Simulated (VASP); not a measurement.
# Ta2N (P-31m) in VASP: further runs, part 2 of 2

VASP 6.6.1. Earlier steps stand in the parts before.

## (3) Single point, PBE+D3(BJ)

This run uses another cell than the first one, of 13.33 Å³/atom, 1.013 times its volume.

Input file INCAR:

```
SYSTEM = Ta2N
ALGO = Fast ; EDIFF = 1E-6
ENCUT = 520 ; GGA = PE
ISIF = 2 ; ISMEAR = 0
IVDW = 12 ; LASPH = .True.
LCHARG = .False. ; LREAL = .False.
LWAVE = .False. ; NBANDS = 50
NELM = 100 ; PREC = Accurate
SIGMA = 0.1
```

Input file KPOINTS:

```
k-points
0
Gamma
  6 6 4
  0 0 0
```

Input file POSCAR:

```
Ta2N
1.0
    5.2965720500      0.0000000000      0.0000000000
   -2.6482860300      4.5869659500      0.0000000000
    0.0000000000      0.0000000000      4.9391825700
Ta N
6 3
Direct
    0.6663616800      0.6663616800      0.7536182600
    0.0000000000      0.3336383200      0.7536182600
    0.3336383200      0.0000000000      0.7536182600
    0.3336383200      0.3336383200      0.2463817400
    0.0000000000      0.6663616800      0.2463817400
    0.6663616800      0.0000000000      0.2463817400
    0.6666666700      0.3333333300      0.5000000000
    0.3333333300      0.6666666700      0.5000000000
    0.0000000000      0.0000000000      0.0000000000
```

Potentials or basis: VASP PAW PBE potentials, release 64 (Ta_pv, N).

On the command line:

```console
cat potpaw_PBE.64/Ta_pv/POTCAR potpaw_PBE.64/N/POTCAR > POTCAR
mpirun -np 1 vasp_std > vasp.out
```

OUTCAR:

```text
SYSTEM = Ta2N
   EDIFF = 1E-6
   ENCUT = 520
   GGA = PE
   ISIF = 2
   ISMEAR = 0
   IVDW = 12
   LASPH = .True.
   LREAL = .False.
   NELM = 100
   PREC = Accurate
 IVDW          = 12

 ion  position               nearest neighbor table
   1  0.666  0.666  0.754-   9 2.15   8 2.16   7 2.16   4 3.00   5 3.01   6 3.01   2 3.06   3 3.06
                             2 3.06   3 3.06   3 3.06   2 3.06   4 3.06   5 3.07   6 3.07
   2  0.000  0.334  0.754-   9 2.15   7 2.16   8 2.16   5 3.00   6 3.01   4 3.01   3 3.06   1 3.06
                             3 3.06   1 3.06   1 3.06   3 3.06   5 3.06   6 3.07   4 3.07
   3  0.334  0.000  0.754-   9 2.15   8 2.16   7 2.16   6 3.00   5 3.01   4 3.01   2 3.06   2 3.06
                             1 3.06   1 3.06   1 3.06   2 3.06   6 3.06   5 3.07   4 3.07
   4  0.334  0.334  0.246-   9 2.15   7 2.16   8 2.16   1 3.00   2 3.01   3 3.01   5 3.06   6 3.06
                             5 3.06   6 3.06   6 3.06   5 3.06   1 3.06   2 3.07   3 3.07
   5  0.000  0.666  0.246-   9 2.15   8 2.16   7 2.16   2 3.00   3 3.01   1 3.01   6 3.06   4 3.06
                             6 3.06   4 3.06   4 3.06   6 3.06   2 3.06   3 3.07   1 3.07
   6  0.666  0.000  0.246-   9 2.15   7 2.16   8 2.16   3 3.00   2 3.01   1 3.01   5 3.06   5 3.06
                             4 3.06   4 3.06   4 3.06   5 3.06   3 3.06   2 3.07   1 3.07
   7  0.667  0.333  0.500-   2 2.16   6 2.16   5 2.16   3 2.16   4 2.16   1 2.16
   8  0.333  0.667  0.500-   5 2.16   3 2.16   2 2.16   6 2.16   1 2.16   4 2.16
   9  0.000  0.000  0.000-   1 2.15   4 2.15   3 2.15   6 2.15   5 2.15   2 2.15

  LATTYP: Found a hexagonal cell.
 ALAT       =     5.2965720500
 C/A-ratio  =     0.9325243806

  Lattice vectors:

 A1 = (   5.2965720500,   0.0000000000,   0.0000000000)
 A2 = (  -2.6482860300,   4.5869659500,   0.0000000000)
 A3 = (   0.0000000000,   0.0000000000,   4.9391825700)

Analysis of symmetry for initial positions (statically):
=====================================================================
 Subroutine PRICEL returns:
 Original cell was already a primitive cell.

 Routine SETGRP: Setting up the symmetry group for a
 hexagonal supercell.

 Subroutine GETGRP returns: Found 12 space group operations
 (whereof 12 operations were pure point group operations)
 out of a pool of 24 trial point group operations.

The static configuration has the point symmetry D_3d.

Analysis of symmetry for dynamics (positions and initial velocities):
=====================================================================
 Subroutine PRICEL returns:
 Original cell was already a primitive cell.

 Routine SETGRP: Setting up the symmetry group for a
 hexagonal supercell.

 Subroutine GETGRP returns: Found 12 space group operations
 (whereof 12 operations were pure point group operations)
 out of a pool of 24 trial point group operations.

The dynamic configuration has the point symmetry D_3d.

 Subroutine INISYM returns: Found 12 space group operations
 (whereof 12 operations are pure point group operations),
 and found     1 'primitive' translations

----------------------------------------------------------------------------------------

                                     Primitive cell

  volume of cell :     119.9984

  direct lattice vectors                    reciprocal lattice vectors
     5.296572050  0.000000000  0.000000000     0.188801359  0.109004515  0.000000000
    -2.648286030  4.586965950  0.000000000     0.000000000  0.218009031  0.000000000
     0.000000000  0.000000000  4.939182570     0.000000000  0.000000000  0.202462652

  length of vectors
[... 82 lines left out ...]
   ions per type =               6   3
   NGX,Y,Z   is equivalent  to a cutoff of  12.55, 12.55, 13.46 a.u.
   NGXF,Y,Z  is equivalent  to a cutoff of  25.11, 25.11, 26.93 a.u.
 SYSTEM =  Ta2N
   PREC   = accura    normal or accurate (medium, high low for compatibility)
   ISTART =      0    job   : 0-new  1-cont  2-samecut
   ICHARG =      2    charge: 1-file 2-atom 10-const
   ISPIN  =      1    spin polarized calculation?
   LNONCOLLINEAR =      F non collinear calculations
   LSORBIT =      F    spin-orbit coupling
   LASPH  =      T    aspherical Exc in radial PAW
   ENCUT  =  520.0 eV  38.22 Ry    6.18 a.u.   9.85  9.85  9.18*2*pi/ulx,y,z
   NELM   =    100;   NELMIN=  2; NELMDL= -5     # of ELM steps
   EDIFF  = 0.1E-05   stopping-criterion for ELM
   LREAL  =      F    real-space projection
   EDIFFG = 0.1E-04   stopping-criterion for IOM
   NSW    =      0    number of steps for IOM
   IBRION =     -1    ionic relax: 0-MD 1-quasi-New 2-CG
   NFREE  =      0    steps in history (QN), initial steepest desc. (CG)
   ISIF   =      2    stress and relaxation
   ISYM   =      2    0-nonsym 1-usesym 2-fastsym
   POTIM  = 0.5000    time-step for ionic-motion
   TEBEG  =    0.0;   TEEND  =   0.0 temperature during run
   PSTRESS=    0.0 pullay stress
   NELECT =      81.0000    total number of electrons
   NUPDOWN=      -1.0000    fix difference up-down
   EMIN   =  10.00;   EMAX   =-10.00  energy-range for DOS
   EFERMI =   0.00;   METHOD = LEGACY
   ISMEAR =     0;   SIGMA  =   0.10  broadening in eV -4-tet -1-fermi 0-gaus
   EFERMI_NEDOS =   21; number of points for ismear=-14 and -15
   IALGO  =     68    algorithm
   IMIX   =      4    mixing-type and parameters
     AMIX     =   0.40;   BMIX     =  1.00
     AMIX_MAG =   1.60;   BMIX_MAG =  1.00
  volume/ion in A,a.u.               =      13.33        89.98
  Fermi-wavevector in a.u.,A,eV,Ry     =   1.436078  2.713794 28.059565  2.062320
  Thomas-Fermi vector in A             =   2.555306
   LORBIT       =      0    0 simple, 1 ext, 2 COOP (PROOUT), +10 PAW based schemes
   GGA     = PE    functional components
   LHFCALC =     F    Hartree Fock is set to
   AEXX    =    0.0000 exact exchange contribution
   IVDW    =    12    specifies the selected vdW correction
   LEPSILON=     F    determine dielectric tensor
   LRPA    =     F    only Hartree local field effects (RPA)
 non-spin polarized calculation
 RMM-DIIS sequential band-by-band and
 Gauss-broadening in eV      SIGMA  =   0.10
  energy-cutoff  :      520.00
  volume of cell :      120.00
 maximum number of plane-waves:      3258
   NGX = 19   NGY = 19   NGZ = 19

 number of electron      81.0000001 magnetization

 Free energy of the ion-electron system (eV)
  ---------------------------------------------------
  ext. energy  EPLUGINS =         0.00000000
  ---------------------------------------------------
  free energy    TOTEN  =      -104.19016279 eV

  energy without entropy =     -104.17891374  energy(sigma->0) =     -104.18453827

 E-fermi :   7.4467     XC(G=0): -12.9556

 val. band max:        7.4362202953   @ k =   0.1667   0.1667   0.0000
 cond. band min:       7.4663893192   @ k =   0.1667   0.0000   0.5000
 fundamental gap:      0.0301690239
 Fermi energy:         7.4467287477

 k-point     1 :       0.0000    0.0000    0.0000
  band No.  band energies     occupation
      1     -28.2527      2.00000
      2     -27.8765      2.00000
      3     -27.7205      2.00000
      4     -27.7205      2.00000
      5     -27.6946      2.00000
      6     -27.6946      2.00000
[... 1261 lines left out ...]
     49      10.4296      0.00000
     50      10.9440      0.00000

------------------------ aborting loop because EDIFF is reached ----------------------------------------

 Edisp (eV)   -4.72052

 E8    (eV) :    -2.3094

  FORCE on cell =-STRESS in cart. coord.  units (eV):
  Direction    XX          YY          ZZ          XY          YZ          ZX
  --------------------------------------------------------------------------------------
  -------------------------------------------------------------------------------------
  Total      -2.35001    -2.35001    -2.66715     0.00000     0.00000    -0.00000
  in kB     -31.37653   -31.37653   -35.61090     0.00000     0.00000    -0.00000
  external pressure =      -32.79 kB  Pullay stress =        0.00 kB

 VOLUME and BASIS-vectors are now :
 -----------------------------------------------------------------------------
  energy-cutoff  :      520.00
  volume of cell :      120.00
      direct lattice vectors                 reciprocal lattice vectors
     5.296572050  0.000000000  0.000000000     0.188801359  0.109004515  0.000000000
    -2.648286030  4.586965950  0.000000000     0.000000000  0.218009031  0.000000000
     0.000000000  0.000000000  4.939182570     0.000000000  0.000000000  0.202462652

 POSITION                                       TOTAL-FORCE (eV/Angst)
 -----------------------------------------------------------------------------------
      1.76472      3.05658      3.72226         0.018107      0.031363     -0.007035
     -0.88357      1.53039      3.72226         0.018107     -0.031363     -0.007035
      1.76714      0.00000      3.72226        -0.036215      0.000000     -0.007035
      0.88357      1.53039      1.21692        -0.018107     -0.031363      0.007035
     -1.76472      3.05658      1.21692        -0.018107      0.031363      0.007035
      3.52943      0.00000      1.21692         0.036215     -0.000000      0.007035
      2.64829      1.52899      2.46959        -0.000000      0.000000     -0.000000
     -0.00000      3.05798      2.46959        -0.000000      0.000000     -0.000000
      0.00000      0.00000      0.00000        -0.000000      0.000000     -0.000000
 -----------------------------------------------------------------------------------
    total drift:                                0.000000      0.000000     -0.000000

  FREE ENERGIE OF THE ION-ELECTRON SYSTEM (eV)
  ---------------------------------------------------
  free  energy   TOTEN  =      -108.9106792801 eV

  energy  without entropy=     -108.8994302296  energy(sigma->0) =     -108.90505475
```

Run time: 82 s. Hardware: 1 thread of Intel Xeon 6975P-C (Granite Rapids), shared host; peak memory 0.3 GiB.

What came out:

```
Free energy                : -108.9107 eV
Pressure                   : -3.3 GPa
Largest force              : 0.037 eV/Å
Band gap on the k mesh     : none (metal or under the smearing width)
Dispersion energy per atom : -0.525 eV
```

Forces on the atoms (eV/Å):
```
Ta   0.018  0.031 -0.007
Ta   0.018 -0.031 -0.007
Ta  -0.036  0.000 -0.007
Ta  -0.018 -0.031  0.007
Ta  -0.018  0.031  0.007
Ta   0.036  0.000  0.007
N    0.000  0.000  0.000
N    0.000  0.000  0.000
N    0.000  0.000  0.000
```

Stress tensor (GPa, compression positive):
```
-3.14  0.00  0.00
 0.00 -3.14  0.00
 0.00  0.00 -3.56
```

Caveat: pairwise dispersion overbinds metals, which lowers pressure and volume.
